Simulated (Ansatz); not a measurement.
## Structure types of ZnSe compared at 15 GPa

Structure types of ZnSe are relaxed in primitive cells with their symmetry kept at 15 GPa, on PAW files; LAPW relaxes the small cells further and takes the PAW cell for the others (marked *). The enthalpy is E + pV at zero temperature, without zero-point motion. Only the types listed were tried, and differences under about 5 meV/atom are mesh noise. The real phase may be another.

Computed with Ansatz 0.2.0; functional PBE, scalar-relativistic. Settings: Fermi–Dirac smearing of 0.05 eV, no spin polarisation. Methods: LAPW: all electrons, basis error target 0.5 meV/atom; PAW: frozen-core files, cutoff 420 eV.

k meshes: rocksalt 14×14×14, CsCl 14×14×14, zincblende 12×12×12, NiAs 11×11×6.

```
start type            ends as          a, b, c (Å)  V (Å³/atom)  H − H(lowest), LAPW (meV/atom)
  rocksalt    rocksalt, Fm-3m  5.105, 5.105, 5.105        16.63                             0.0
      CsCl        CsCl, Pm-3m  3.177, 3.177, 3.177        16.03                               ?
zincblende  zincblende, F-43m  5.404, 5.404, 5.404        19.73                               ?
     NiAs*     NiAs, P6_3/mmc  3.620, 3.620, 5.918        16.79                            27.0
```

**Question.** What belongs in the row "CsCl", column "H − H(lowest), LAPW (meV/atom)"?

**Answer.** 483.2.

**Question.** Give the missing entry: row "zincblende", column "H − H(lowest), LAPW (meV/atom)".

**Answer.** 23.2.

**Question.** Split the lead of rocksalt over zincblende into energy and pV.

**Answer.** For zincblende less rocksalt: ΔE = -266.9 meV/atom, and p·ΔV = 15 GPa × +3.0985 Å³ × 6.242 meV/(GPa·Å³) = +290.1 meV/atom, together 23.2 meV/atom. rocksalt wins by its smaller volume, against the internal energy.
